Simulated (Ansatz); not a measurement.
Se: strain and displacement

```yaml
crystal:
  lattice:
    - [5.68100, 3.27993, 1.47633]
    - [-5.68100, 3.27993, 1.47633]
    - [0.00000, -6.55985, 1.47633]
  atoms:
    - { symbol: Se, position: [0.28066, 0.16251, 0.91818] }
    - { symbol: Se, position: [0.91818, 0.28066, 0.16251] }
    - { symbol: Se, position: [0.16251, 0.91818, 0.28066] }
    - { symbol: Se, position: [0.71934, 0.83749, 0.08182] }
    - { symbol: Se, position: [0.08182, 0.71934, 0.83749] }
    - { symbol: Se, position: [0.83749, 0.08182, 0.71934] }
```

Atom numbers follow the list: Se1, Se2, Se3, Se4, Se5, Se6.

The cell is COD entry 9013138, as deposited and not checked against the literature; nothing was relaxed.

Level of theory: Ansatz 0.2.0, DFT, PBE, all-electron PAW with datasets made for the crystal, scalar-relativistic.

Sampling and basis: a Γ-centred 6×6×6 k mesh, Fermi–Dirac smearing of 0.01 eV, cutoff 200 eV (chosen by the program for this cell), no spin polarisation.

The unchanged cell is at 2.68 GPa.

Semilocal functionals give too small gaps.

x, y and z are the Cartesian axes of the cell as listed; fractional coordinates follow a strain, and an engineering shear is twice the off-diagonal strain component.

Q: One change gave: energy change +4 meV/atom; stress change (xx, yy, zz, yz, xz, xy) 0.71, -0.56, 0.04, 0.33, 0.92, 0.73 GPa, compression positive; change of the force on Se1 (0.347, 0.005, 0.058) eV/Å; gap on the k mesh 1.21 → 1.11 eV. Which change was it?
A. equal xy, yz and zx engineering shear strains of -1 %
B. equal xy, yz and zx engineering shear strains of +1 %
C. equal xy, yz and zx engineering shear strains of +2 %
D. equal xy, yz and zx engineering shear strains of -2 %
E. equal xy, yz and zx engineering shear strains of +3 %
F. equal xy, yz and zx engineering shear strains of -3 %

A: D. For equal xy, yz and zx engineering shear strains of -3 %: energy change +8 meV/atom; stress change (xx, yy, zz, yz, xz, xy) 1.14, -0.81, 0.09, 0.51, 1.39, 1.09 GPa, compression positive; change of the force on Se1 (0.529, 0.012, 0.093) eV/Å; gap on the k mesh 1.21 → 1.06 eV. For equal xy, yz and zx engineering shear strains of -1 %: energy change under 1 meV/atom; stress change (xx, yy, zz, yz, xz, xy) 0.33, -0.29, 0.01, 0.16, 0.46, 0.37 GPa, compression positive; change of the force on Se1 (0.171, 0.001, 0.027) eV/Å; gap on the k mesh 1.21 → 1.16 eV. For equal xy, yz and zx engineering shear strains of +2 %: energy change +3 meV/atom; stress change (xx, yy, zz, yz, xz, xy) -0.51, 0.65, 0.04, -0.29, -0.91, -0.74 GPa, compression positive; change of the force on Se4 (0.327, -0.007, 0.040) eV/Å; gap on the k mesh 1.21 → 1.13 eV. For equal xy, yz and zx engineering shear strains of +1 %: energy change under 1 meV/atom; stress change (xx, yy, zz, yz, xz, xy) -0.28, 0.31, 0.01, -0.15, -0.46, -0.37 GPa, compression positive; change of the force on Se4 (0.166, -0.002, 0.022) eV/Å; gap on the k mesh 1.21 → 1.17 eV. For equal xy, yz and zx engineering shear strains of +3 %: energy change +8 meV/atom; stress change (xx, yy, zz, yz, xz, xy) -0.70, 1.01, 0.08, -0.41, -1.36, -1.11 GPa, compression positive; change of the force on Se4 (0.484, -0.015, 0.053) eV/Å; gap on the k mesh 1.21 → 1.08 eV.
